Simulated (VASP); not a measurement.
# Si (Fd-3m) in VASP: further runs

The runs below take Si through single point, with PBE0.

Program: VASP 6.6.1. These are calculated values, not measurements. Logs are shortened: lines on timing, memory, paths and dates and some standing lists are left out, and cuts for length are marked.

## 1. The crystal as given

The structure is cubic, space group Fd-3m (No. 227). Conventional cell: a = 5.444 Å, b = 5.444 Å, c = 5.444 Å, α = 90.00°, β = 90.00°, γ = 90.00°. Si (site symmetry -43m) is surrounded by 4 Si at 2.36 Å.

## 2. Single point, PBE0

POSCAR reads:

```
Si
1.0
    0.0000000000      2.7218511865      2.7218511865
    2.7218511865      0.0000000000      2.7218511865
    2.7218511865      2.7218511865      0.0000000000
Si
2
Direct
    0.5000000000      0.5000000000      0.5000000000
    0.7500000000      0.7500000000      0.7500000000
```

INCAR.step1 reads:

```
ALGO = Normal
EDIFF = 1E-5
ENCUT = 400
GGA = PE
ISIF = 2
ISMEAR = 0
LASPH = True
LCHARG = False
LREAL = False
LWAVE = True
NBANDS = 12
NELM = 100
NKRED = 1
PREC = Accurate
SIGMA = 0.01
```

INCAR.step2 reads:

```
AEXX = 0.25
ALGO = Normal
EDIFF = 1E-6
ENCUT = 400
GGA = PE
ISIF = 2
ISMEAR = 0
ISTART = 1
LASPH = True
LCHARG = False
LHFCALC = True
LREAL = False
LWAVE = False
NBANDS = 12
NELM = 100
NKRED = 1
PREC = Accurate
PRECFOCK = Low
SIGMA = 0.01
```

KPOINTS reads:

```
k-points
0
Gamma
  4 4 4
```

Potentials or basis: VASP PAW PBE potentials, release 64 (Si).

Run with:

```sh
> cat potpaw_PBE.64/Si/POTCAR > POTCAR
> cp INCAR.step1 INCAR
> mpirun -np 1 vasp_std > vasp.out
> cp INCAR.step2 INCAR
> mpirun -np 1 vasp_std > vasp.out
```

OUTCAR:

```text
AEXX = 0.25
   EDIFF = 1E-6
   ENCUT = 400
   GGA = PE
   ISIF = 2
   ISMEAR = 0
   ISTART = 1
   LASPH = True
   LHFCALC = True
   LREAL = False
   NELM = 100
   NKRED = 1
   PREC = Accurate
   PRECFOCK = Low

 Found      8 irreducible k-points:

 Following reciprocal coordinates:
            Coordinates               Weight
  0.000000  0.000000  0.000000      1.000000
  0.250000  0.000000  0.000000      8.000000
  0.500000  0.000000  0.000000      4.000000
  0.250000  0.250000  0.000000      6.000000
  0.500000  0.250000  0.000000     24.000000
 -0.250000  0.250000  0.000000     12.000000
   k-points           NKPTS =      8   k-points in BZ     NKDIM =     64   number of bands    NBANDS=     12
   number of dos      NEDOS =    301   number of ions     NIONS =      2
   total plane-waves  NPLWV =  21952
   dimension x,y,z NGX =    28 NGY =   28 NGZ =   28
   dimension x,y,z NGXF=    56 NGYF=   56 NGZF=   56
   ions per type =               2
   NGX,Y,Z   is equivalent  to a cutoff of  12.09, 12.09, 12.09 a.u.
   NGXF,Y,Z  is equivalent  to a cutoff of  24.19, 24.19, 24.19 a.u.
 SYSTEM =  unknown system
   PREC   = accura    normal or accurate (medium, high low for compatibility)
   ISTART =      1    job   : 0-new  1-cont  2-samecut
   ICHARG =      0    charge: 1-file 2-atom 10-const
   ISPIN  =      1    spin polarized calculation?
   LNONCOLLINEAR =      F non collinear calculations
   LSORBIT =      F    spin-orbit coupling
   LASPH  =      T    aspherical Exc in radial PAW
   ENCUT  =  400.0 eV  29.40 Ry    5.42 a.u.   6.28  6.28  6.28*2*pi/ulx,y,z
   NELM   =    100;   NELMIN=  2; NELMDL=  0     # of ELM steps
   EDIFF  = 0.1E-05   stopping-criterion for ELM
   LREAL  =      F    real-space projection
   EDIFFG = 0.1E-04   stopping-criterion for IOM
   NSW    =      0    number of steps for IOM
   IBRION =     -1    ionic relax: 0-MD 1-quasi-New 2-CG
   NFREE  =      0    steps in history (QN), initial steepest desc. (CG)
   ISIF   =      2    stress and relaxation
   ISYM   =      3    0-nonsym 1-usesym 2-fastsym
   POTIM  = 0.5000    time-step for ionic-motion
   TEBEG  =    0.0;   TEEND  =   0.0 temperature during run
   PSTRESS=    0.0 pullay stress
   NELECT =       8.0000    total number of electrons
   NUPDOWN=      -1.0000    fix difference up-down
   EMIN   =  10.00;   EMAX   =-10.00  energy-range for DOS
   EFERMI =   0.00;   METHOD = LEGACY
   ISMEAR =     0;   SIGMA  =   0.01  broadening in eV -4-tet -1-fermi 0-gaus
   EFERMI_NEDOS =   21; number of points for ismear=-14 and -15
   IALGO  =     38    algorithm
   IMIX   =      1    mixing-type and parameters
     AMIX     =   0.40;   BMIX     =  1.00
     AMIX_MAG =   1.60;   BMIX_MAG =  1.00
  volume/ion in A,a.u.               =      20.16       136.08
  Fermi-wavevector in a.u.,A,eV,Ry     =   0.954766  1.804247 12.402783  0.911579
  Thomas-Fermi vector in A             =   2.083543
   LORBIT       =      0    0 simple, 1 ext, 2 COOP (PROOUT), +10 PAW based schemes
   GGA     = PE    functional components
   LHFCALC =     T    Hartree Fock is set to
   PRECFOCK=low       Normal, Fast or Accurate (Low or Medium for compatibility)
   ENCUT4O =  -1.0   cutoff for four orbital integrals eV
   NKREDX  =     1    reduce k-point grid by
   NKREDY  =     1    reduce k-point grid by
   NKREDZ  =     1    reduce k-point grid by
   AEXX    =    0.2500 exact exchange contribution
   HFSCREEN=    0.0000 screening length (either q_TF or 0.3 A-1)
   HFSCREENC=   0.0000 screening length for correlation (either q_TF or 0.3 A-1)
   ENCUTFOCK=  -1.0 apply spherical cutoff to Coloumb kernel
   IVDW    =     0    specifies the selected vdW correction
   LEPSILON=     F    determine dielectric tensor
   LRPA    =     F    only Hartree local field effects (RPA)
 non-spin polarized calculation
 Gauss-broadening in eV      SIGMA  =   0.01
  energy-cutoff  :      400.00
  volume of cell :       40.33
 maximum number of plane-waves:       754
 NGX is ok and might be reduce to    28
  NGX = 14; NGY = 14; NGZ = 14

 number of electron       8.0000000 magnetization

 Free energy of the ion-electron system (eV)
  ---------------------------------------------------
  ext. energy  EPLUGINS =         0.00000000
  ---------------------------------------------------
  free energy    TOTEN  =       -13.44797060 eV

  energy without entropy =      -13.44797060  energy(sigma->0) =      -13.44797060

 E-fermi :   5.0815     XC(G=0):  -7.4176

 val. band max:        5.0260275772   @ k =   0.0000   0.0000   0.0000
 cond. band min:       7.1004357171   @ k =   0.5000   0.5000   0.0000
 fundamental gap:      2.0744081399
 Fermi energy:         5.0815396971

 k-point     1 :       0.0000    0.0000    0.0000
  band No.  band energies     occupation
      1      -8.2440      2.00000
      2       5.0260      2.00000
      3       5.0260      2.00000
      4       5.0260      2.00000
      5       9.1176      0.00000
      6       9.1176      0.00000
      7       9.1176      0.00000
      8      10.0685      0.00000
      9      14.5672      0.00000
     10      14.5928      0.00000
     11      14.5928      0.00000
     12      18.1094      0.00000

 k-point     2 :       0.2500    0.0000    0.0000
  band No.  band energies     occupation
      1      -7.3617      2.00000
      2       0.7439      2.00000
      3       4.2160      2.00000
      4       4.2160      2.00000
      5       8.5547      0.00000
      6      10.1233      0.00000
      7      10.1233      0.00000
      8      13.7486      0.00000
      9      14.0041      0.00000
     10      14.0041      0.00000
     11      15.6933      0.00000
     12      18.7029      0.00000

 k-point     3 :       0.5000    0.0000    0.0000
  band No.  band energies     occupation
      1      -5.6667      2.00000
      2      -2.6826      2.00000
      3       3.7127      2.00000
      4       3.7127      2.00000
      5       8.0310      0.00000
      6       9.9404      0.00000
      7       9.9404      0.00000
      8      14.4053      0.00000
      9      17.6089      0.00000
     10      17.6089      0.00000
     11      18.3640      0.00000
     12      18.3934      0.00000

 k-point     4 :       0.2500    0.2500    0.0000
  band No.  band energies     occupation
      1      -7.0493      2.00000
      2       1.1985      2.00000
      3       2.9821      2.00000
      4       2.9821      2.00000
      5       7.5502      0.00000
      6       9.6926      0.00000
      7      12.5458      0.00000
      8      12.5458      0.00000
      9      14.9737      0.00000
     10      15.8730      0.00000
     11      18.2456      0.00000
     12      20.0032      0.00000

 k-point     5 :       0.5000    0.2500    0.0000
  band No.  band energies     occupation
      1      -5.2356      2.00000
      2      -2.0321      2.00000
      3       1.2125      2.00000
      4       2.6189      2.00000
      5       7.9697      0.00000
      6      11.0680      0.00000
      7      12.5300      0.00000
      8      12.7074      0.00000
      9      17.2042      0.00000
     10      17.5839      0.00000
     11      19.2928      0.00000
     12      19.7115      0.00000

 k-point     6 :      -0.2500    0.2500    0.0000
  band No.  band energies     occupation
      1      -5.9844      2.00000
      2      -1.0199      2.00000
      3       0.9715      2.00000
      4       3.5937      2.00000
      5       8.9875      0.00000
      6      11.5440      0.00000
      7      11.7721      0.00000
      8      12.9454      0.00000
      9      13.1770      0.00000
     10      16.6419      0.00000
     11      19.5296      0.00000
     12      20.4028      0.00000

 [... further k-points ...]

------------------------ aborting loop because EDIFF is reached ----------------------------------------

  FORCE on cell =-STRESS in cart. coord.  units (eV):
  Direction    XX          YY          ZZ          XY          YZ          ZX
  --------------------------------------------------------------------------------------
  -------------------------------------------------------------------------------------
  Total       -0.0503012     -0.0503012     -0.0503012     -0.0000000      0.0000000     -0.0000000
  in kB       -1.9983246     -1.9983246     -1.9983246     -0.0000000      0.0000000     -0.0000000
  external PRESSURE =      -1.9983246 kB  Pullay stress =       0.0000000 kB

 VOLUME and BASIS-vectors are now :
 -----------------------------------------------------------------------------
  energy-cutoff  :      400.00
  volume of cell :       40.33
      direct lattice vectors                 reciprocal lattice vectors
     0.000000000  2.721851186  2.721851186    -0.183698507  0.183698507  0.183698507
     2.721851186  0.000000000  2.721851186     0.183698507 -0.183698507  0.183698507
     2.721851186  2.721851186  0.000000000     0.183698507  0.183698507 -0.183698507

 POSITION                                       TOTAL-FORCE (eV/Angst)
 -----------------------------------------------------------------------------------
      2.72185      2.72185      2.72185        -0.000000     -0.000000     -0.000000
      4.08278      4.08278      4.08278         0.000000      0.000000      0.000000
 -----------------------------------------------------------------------------------
    total drift:                                0.000000      0.000000      0.000000

  FREE ENERGIE OF THE ION-ELECTRON SYSTEM (eV)
  ---------------------------------------------------
  free  energy   TOTEN  =       -13.4479705956 eV

  energy  without entropy=      -13.4479705956  energy(sigma->0) =      -13.44797060
```

It took 13 s on 1 thread of Intel Xeon Platinum 8488C (Sapphire Rapids), shared host; peak memory 0.15 GiB.

The run converged, but some of its settings lie outside the range that counts as converged, so its numbers aren't taken as properties of the crystal.

Results:

```yaml
Free_energy: -13.4480 eV
Pressure: -0.2 GPa
Band_gap_on_the_k_mesh: 2.07 eV, indirect (least direct gap 4.09 eV)
```

Caveat: the k mesh is coarse (spacing up to 0.50 Å⁻¹), so the values aren't converged, least of all with exact exchange; the PAW data sets were made with another functional, which shifts forces and pressure a little.

## 3. Single point, PBE0

POSCAR is that of step 2.

INCAR.step1 is that of step 2.

INCAR.step2: that of step 2 with these lines changed.

```diff
@@ -17,3 +17,3 @@
 PREC = Accurate
-PRECFOCK = Low
+PRECFOCK = Accurate
 SIGMA = 0.01
```

KPOINTS is that of step 2.

Potentials or basis: VASP PAW PBE potentials, release 64 (Si).

Run with:

```sh
> cat potpaw_PBE.64/Si/POTCAR > POTCAR
> cp INCAR.step1 INCAR
> mpirun -np 1 vasp_std > vasp.out
> cp INCAR.step2 INCAR
> mpirun -np 1 vasp_std > vasp.out
```

It took 2.5 min on 1 thread of Intel Xeon Platinum 8488C (Sapphire Rapids), shared host; peak memory 0.15 GiB.

These settings aren't checked as converged: the numbers below hold their error.

Results:

```yaml
Free_energy: -13.4483 eV
Pressure: -0.2 GPa
Band_gap_on_the_k_mesh: 2.07 eV, indirect (least direct gap 4.09 eV)
```

Caveat: the k mesh is coarse (spacing up to 0.50 Å⁻¹), so the values aren't converged, least of all with exact exchange; the PAW data sets were made with another functional, which shifts forces and pressure a little.

[end of part 1 of 2]
